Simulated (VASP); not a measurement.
RbBr (strained zincblende): one PBE single-point calculation in two programs

```cif
data_structure
_symmetry_space_group_name_H-M 'P 1'
_symmetry_Int_Tables_number 1
_cell_length_a 5.4906
_cell_length_b 5.4906
_cell_length_c 5.4906
_cell_angle_alpha 59.780
_cell_angle_beta 59.780
_cell_angle_gamma 59.780
_cell_volume 116.46
loop_
_atom_site_label
_atom_site_type_symbol
_atom_site_fract_x
_atom_site_fract_y
_atom_site_fract_z
_atom_site_occupancy
Rb1 Rb 0.00016 0.00016 0.00016 1
Br1 Br 0.24984 0.24984 0.24984 1
```

Each program uses its own PAW datasets. VASP's cell holds 16 valence electrons and Ansatz's 16. Ansatz's stress includes a Pulay correction; VASP's doesn't.

Cutoffs: 520 eV in VASP, 420 eV in Ansatz. k meshes: 6×6×6 and 6×6×6.

```tsv
	VASP	Ansatz
gap between bands v and c	4.07 eV	4.07 eV
least direct gap	4.15 eV	4.15 eV
pressure	0.1 GPa	0.1 GPa
```

Band v is the last that the valence electrons fill when counted band by band, and c is the next. Levels in eV from the top of v, Ansatz:

| point | v−1 | v | c | c+1 |
| --- | --- | --- | --- | --- |
| Γ | -0.09 | -0.09 | 4.07 | 8.15 |
| X | 0.00 | 0.00 | 5.92 | 6.72 |
| K | -0.08 | -0.01 | 6.05 | 6.77 |
| L | -0.04 | -0.04 | 6.26 | 6.47 |
| W | -0.14 | 0.00 | 6.05 | 6.72 |

VASP:

```tsv
point	v−1	v	c	c+1
Γ	-0.09	-0.09	4.07	8.15
X	0.00	0.00	5.91	6.72
K	-0.08	-0.01	6.05	6.77
L	-0.04	-0.04	6.26	6.47
W	-0.14	0.00	6.05	6.72
```
